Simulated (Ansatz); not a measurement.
# Ti$_{2}$O under pressure: fit and missing row

Ti$_{2}$O, P-3m1, a = 2.951 Å, c = 4.814 Å. The structure is a COD entry; whether it is the stable form wasn't checked. Ansatz: r2SCAN, PAW, 500 eV, Γ-centred 18×18×10 mesh on 3 atoms, Gaussian smearing 0.10 eV; no spin polarisation. Cell and atoms are relaxed at each pressure, and no other structure is tried, so the rows at high pressure may lie past a change of phase.

```
V (Å³/atom) P (GPa)
      9.900    60.00
     10.749    30.01
     11.329    15.00
     11.660     8.00
          ?     3.00
     12.105    -0.01
     12.294    -2.96
```

Task: Take V0 = 12.105 Å³/atom, count pressures from its P0 = -0.01 GPa, fit the third-order Birch–Murnaghan form to the other rows, and predict the missing volume.

Result: With the Eulerian strain f = ½[(V0/V)^(2/3) − 1] and y = (P − P0)/[3f(1 + 2f)^(5/2)], the form is the line y = B0 + 1.5 B0 (B0′ − 4) f. Rows (f, y): 0.07173, 199.5; 0.04121, 199.2; 0.02258, 198.4; 0.01264, 198.5; -0.00514, 196.3. Means f = 0.02860, y = 198.38; Σ(Δf)² = 0.003449, ΣΔfΔy = 0.1268; the slope is their ratio. y = 197.3 + 36.77 f GPa, so B0 = 197.3 GPa and B0′ = 4 + 2 × (36.77)/(3 × 197.3) = 4.12. P = 3.00 GPa is met at f = 0.00496 (y = 197.48), so V = V0 (1 + 2f)^(−3/2) = 11.927 Å³/atom. The run gave 11.928 Å³/atom, so the fit is 0.001 Å³/atom too low, within the rms miss on the fitted rows (0.002 Å³/atom).

Spin polarisation was left out, and a magnetic state may lie lower.